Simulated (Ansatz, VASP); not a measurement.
One calculation of Al2Pt, two programs

Contents of INCAR:

```
PREC     = Accurate       # precision mode
ENCUT    = 520            # plane-wave cutoff, eV
EDIFF    = 1E-6           # SCF threshold, eV
ISMEAR   = -1             # smearing method
SIGMA    = 0.05           # smearing width, eV
LREAL    = False          # projectors in reciprocal space
LASPH    = True           # aspherical terms in the spheres
NELM     = 80             # most SCF steps
ALGO     = Normal         # electronic algorithm
ISIF     = 2              # what is computed and relaxed
LWAVE    = False          # write WAVECAR
LCHARG   = False          # write CHGCAR
GGA      = PE             # functional
NBANDS   = 15             # bands
```

File KPOINTS:

```
Automatic mesh
0
Gamma
  9 9 9
```

Contents of POSCAR:

```
Al2Pt
1.0
    0.0000000000      2.9550000000      2.9550000000
    2.9550000000      0.0000000000      2.9550000000
    2.9550000000      2.9550000000      0.0000000000
Al Pt
2 1
Direct
    0.2275000000      0.2275000000      0.2275000000
    0.7500000000      0.7500000000      0.7500000000
    0.0225000000      0.0225000000      0.0225000000
```

Input for Ansatz:

```yaml
crystal:
  lattice:
    - [0.0, 2.955, 2.955]
    - [2.955, 0.0, 2.955]
    - [2.955, 2.955, 0.0]
  atoms:
    - { symbol: Al, position: [0.2275, 0.2275, 0.2275] }
    - { symbol: Al, position: [0.75, 0.75, 0.75] }
    - { symbol: Pt, position: [0.0225, 0.0225, 0.0225] }
kpoints:
  mp_grid: { grid: [9, 9, 9] }
scf:
  occupations: { method: fermi_dirac, width: 0.05 }
hamiltonian:
  xc: pbe
  pseudopotentials: { kind: all_electron, lapw: { basis_error: 0.001 } }
output:
  forces: true
  stress: true
  eigenvalues: true
  populations: true
```

Change from the starting cell: shortest bond scaled by 0.82, LAPW.

Alike in both runs: task single point; functional PBE; k mesh 9 × 9 × 9; occupations fermi-dirac, width 0.05 eV; no spin polarisation.

|  | VASP | Ansatz |
| --- | --- | --- |
| version | VASP 6.6.1 | Ansatz 0.2.0 |
| potentials or method | VASP PAW PBE potentials, release 64 (Al, Pt) | all-electron LAPW, scalar-relativistic |
| plane-wave cutoff (eV) | 520 | see its input |

VASP gave:

| Item | Value |
| --- | --- |
| pressure (GPa) | 12.6 |
| largest component of the traceless stress (GPa) | 10.31 |
| rms of the force components (eV/Å) | 2.956 |

What did Ansatz give for the same quantities?

Pressure (GPa): 12.8; largest component of the traceless stress (GPa): 10.36; rms of the force components (eV/Å): 2.969.

Atom by atom the forces differ by 0.014 eV/Å (rms over components). Ansatz ran all-electron here, so the differences hold the error of VASP's frozen core and of both bases.

Caveats: forces of over 1 eV/Å show positions far from the minimum, so gaps and moduli don't describe the material at rest. Spin-orbit coupling is left out, which matters for the levels of Pt.
